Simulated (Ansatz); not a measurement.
# Band structure of Au

```
Au
1.0
     2.90000    0.00000    0.00000
    -1.45000    2.51147    0.00000
     0.00000    0.00000    4.88000
Au
2
Direct
  0.33333 0.66667 0.75000
  0.66667 0.33333 0.25000
```

Atom numbers follow the list: Au1, Au2.

The cell is COD entry 1545302, as deposited and not checked against the literature; nothing was relaxed.

Spin–orbit coupling is left out, though it moves levels of the heavy atoms by tenths of an eV or more.

Method: DFT, PBE, all-electron LAPW, scalar-relativistic in Ansatz 0.2.0.

Sampling and basis: a Γ-centred 14×14×8 k mesh, Fermi–Dirac smearing of 0.03 eV, basis error target 0.5 meV/atom, no spin polarisation.

Points in fractions of the reciprocal vectors of this cell: Γ (0, 0, 0), M (0.5, 0, 0), K (0.333, 0.333, 0), A (0, 0, 0.5), L (0.5, 0, 0.5), H (0.333, 0.333, 0.5). The path joins them by straight lines in the order Γ–M–K–Γ–A–L–H–A–L; legs that retrace an earlier one aren't tabulated. Energies are in eV from the Fermi level.

(1) Metal or insulator at this level of theory?

(2) Tabulate bands 41 to 46, counted from the lowest band of the run, along the path.

Answers

(1) No gap opens: metallic or semimetallic.

(2) 
```tsv
k (1/Å)	point	band 41	band 42	band 43	band 44	band 45	band 46
0.00	Γ	-3.41	-2.15	-2.15	-0.97	2.47	14.57
0.31		-3.59	-3.17	-2.08	0.71	2.48	13.93
0.63		-3.24	-3.03	-1.99	2.65	3.15	9.53
0.94		-2.13	-1.94	-1.92	3.60	4.97	5.66
1.25	M	-1.84	-1.67	0.37	1.50	5.64	7.07
1.43		-1.88	-1.85	0.64	1.58	5.91	6.87
1.61		-2.16	-2.00	1.27	1.73	6.08	6.70
1.79		-2.29	-2.17	1.91	2.01	4.75	7.92
1.97	K	-2.41	-2.33	2.28	2.28	3.82	9.38
2.33		-2.22	-1.94	-0.18	4.07	5.85	6.11
2.70		-2.74	-2.35	-2.08	2.86	4.02	9.29
3.06		-3.67	-3.22	-2.08	1.07	2.49	13.98
3.42	Γ	-3.41	-2.15	-2.15	-0.97	2.47	14.57
3.58		-3.33	-2.17	-2.17	-1.78	3.52	14.26
3.74		-3.11	-3.08	-2.23	-2.23	5.57	13.66
3.90		-2.84	-2.84	-2.37	-2.37	7.91	12.44
4.06	A	-2.58	-2.58	-2.58	-2.58	10.31	10.31
4.37		-2.62	-2.62	-2.40	-2.40	10.57	10.57
4.69		-2.59	-2.59	-1.97	-1.97	10.34	10.34
5.00		-2.10	-2.10	-1.11	-1.11	6.58	6.58
5.31	L	-1.74	-1.74	0.54	0.54	3.77	3.77
5.49		-1.94	-1.94	1.07	1.07	3.81	3.81
5.67		-2.02	-2.02	2.17	2.17	3.94	3.94
5.85		-2.06	-2.06	3.37	3.37	4.24	4.24
6.03	H	-2.10	-2.10	4.11	4.11	4.54	4.54
6.40		-1.90	-1.90	0.93	0.93	6.60	6.60
6.76		-2.24	-2.24	-1.67	-1.67	10.25	10.25
7.12		-2.63	-2.63	-2.34	-2.34	10.65	10.65
7.48	A	-2.58	-2.58	-2.58	-2.58	10.31	10.31
```
